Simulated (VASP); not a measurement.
A run of VASP 6.6.1:

POSCAR

```
SnO2
1.0
    4.7380000000      0.0000000000      0.0000000000
    0.0000000000      4.7380000000      0.0000000000
    0.0000000000      0.0000000000      3.1865000000
Sn O
2 4
Direct
    0.5000000000      0.5000000000      0.5000000000
    0.0000000000      0.0000000000      0.0000000000
    0.8071000000      0.1929000000      0.5000000000
    0.6929000000      0.6929000000      0.0000000000
    0.1929000000      0.8071000000      0.5000000000
    0.3071000000      0.3071000000      0.0000000000
```

The input INCAR.step1:

```
SYSTEM = SnO2
ALGO = Normal
EDIFF = 1E-5
ENCUT = 520
GGA = PE
GGA_COMPAT = .False.
ISIF = 2
ISMEAR = 0
KPAR = 4
LASPH = .True.
LCHARG = .False.
LORBIT = 11
LREAL = .False.
LSORBIT = .True.
LWAVE = .True.
MAGMOM = 0 0 0 0 0 0 0 0 0 0 0 0 0 0 0 0 0 0
NBANDS = 68
NELM = 100
PREC = Accurate
SIGMA = 0.02
```

The input INCAR.step2:

```
SYSTEM = SnO2
ALGO = Normal
EDIFF = 1E-6
ENCUT = 520
GGA_COMPAT = .False.
ISIF = 2
ISMEAR = 0
ISTART = 1
KPAR = 4
LASPH = .True.
LCHARG = .False.
LORBIT = 11
LREAL = .False.
LSORBIT = .True.
LWAVE = .False.
MAGMOM = 0 0 0 0 0 0 0 0 0 0 0 0 0 0 0 0 0 0
METAGGA = MBJ
NBANDS = 68
NELM = 100
PREC = Accurate
SIGMA = 0.02
```

Contents of KPOINTS:

```
k-points
0
Gamma
  4 4 6
  0 0 0
```

KPOINTS_OPT

```
path GXMGZRAZ,XR,MA
20
line-mode
reciprocal
 0.0000000000  0.0000000000  0.0000000000  G
 0.0000000000  0.5000000000  0.0000000000  X

 0.0000000000  0.5000000000  0.0000000000  X
 0.5000000000  0.5000000000  0.0000000000  M

 0.5000000000  0.5000000000  0.0000000000  M
 0.0000000000  0.0000000000  0.0000000000  G

 0.0000000000  0.0000000000  0.0000000000  G
 0.0000000000  0.0000000000  0.5000000000  Z

 0.0000000000  0.0000000000  0.5000000000  Z
 0.0000000000  0.5000000000  0.5000000000  R

 0.0000000000  0.5000000000  0.5000000000  R
 0.5000000000  0.5000000000  0.5000000000  A

 0.5000000000  0.5000000000  0.5000000000  A
 0.0000000000  0.0000000000  0.5000000000  Z

 0.0000000000  0.5000000000  0.0000000000  X
 0.0000000000  0.5000000000  0.5000000000  R

 0.5000000000  0.5000000000  0.0000000000  M
 0.5000000000  0.5000000000  0.5000000000  A
```

Potentials or basis: VASP PAW PBE potentials, release 64 (Sn_d, O).

Run with:

```bash
$ cat potpaw_PBE.64/Sn_d/POTCAR potpaw_PBE.64/O/POTCAR > POTCAR
$ cp INCAR.step1 INCAR
$ mpirun -np 4 vasp_ncl > vasp.out
$ cp INCAR.step2 INCAR
$ mpirun -np 4 vasp_ncl > vasp.out
```

Hardware: 4 MPI ranks on Intel(R) Xeon(R) 6975P-C (Granite Rapids) (shared host).

Problem. Estimate the wall time of this run.

Solution. It took 9.1 min on 4 MPI ranks on Intel(R) Xeon(R) 6975P-C (Granite Rapids), on a shared host, peak memory 0.59 GiB a rank. Counts: scf iterations 169, k points 24.
